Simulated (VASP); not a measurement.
Set up this calculation in VASP 6.6.1, as the native input.

* Task: single point
* Functional: PBEsol
* Potentials or basis: VASP PAW PBE potentials, release 64 (Co, H)
* Cutoff: 520 eV
* k mesh: 11 × 11 × 11
* Occupations: fermi-dirac, width 0.1 eV
* Spin: collinear spin, typed start
* Starting moments: [1.8, 0.0] μB
* Dipole correction: no
* Further INCAR settings: ALGO = Normal; EDIFF = 1e-07; NBANDS = 16

The structure of CoH lies in POSCAR:

```
CoH
1.0
    0.0000000000      1.8117190352      1.8117190352
    1.8117190352      0.0000000000      1.8117190352
    1.8117190352      1.8117190352      0.0000000000
Co H
1 1
Direct
    0.0000000000      0.0000000000      0.0000000000
    0.5000000000      0.5000000000      0.5000000000
```

The cell comes from a database or a generator and needn't be the stable form of this composition.

These files were run (other wordings do the same):

INCAR

```
SYSTEM = CoH
PREC = Accurate
ENCUT = 520
EDIFF = 1E-7
ISMEAR = -1
SIGMA = 0.1
LREAL = .False.
LASPH = .True.
NELM = 150
ALGO = Normal
ISIF = 2
LWAVE = .False.
LCHARG = .True.
ISPIN = 2
MAGMOM = 1.8 0
LORBIT = 11
LMAXMIX = 4
GGA = PS
LELF = .True.
LVHAR = .True.
NBANDS = 16
```

KPOINTS

```
Automatic mesh
0
Gamma
  11 11 11
  0 0 0
```

Potentials or basis: VASP PAW PBE potentials, release 64 (Co, H).

Run with:

```sh
$ cat potpaw_PBE.64/Co/POTCAR potpaw_PBE.64/H/POTCAR > POTCAR
$ mpirun -np 1 vasp_std > vasp.out
```

Results of the run:

```
Pressure                                              : 5.5 GPa
Band gap on the k mesh                                : none (metal or under the smearing width)
Net moment                                            : 1.12 μB per cell
Site moments                                          : Co +1.14; H -0.01 μB
Valence electrons inside the program's atomic spheres : Co 8.49; H 0.56
```

Caveat: the PAW data sets were made with another functional, which shifts forces and pressure a little.

Wall time 40 s on 1 thread of Intel(R) Xeon(R) Platinum 8375C CPU @ 2.90GHz (Ice Lake) (shared host), peak memory 0.14 GiB.
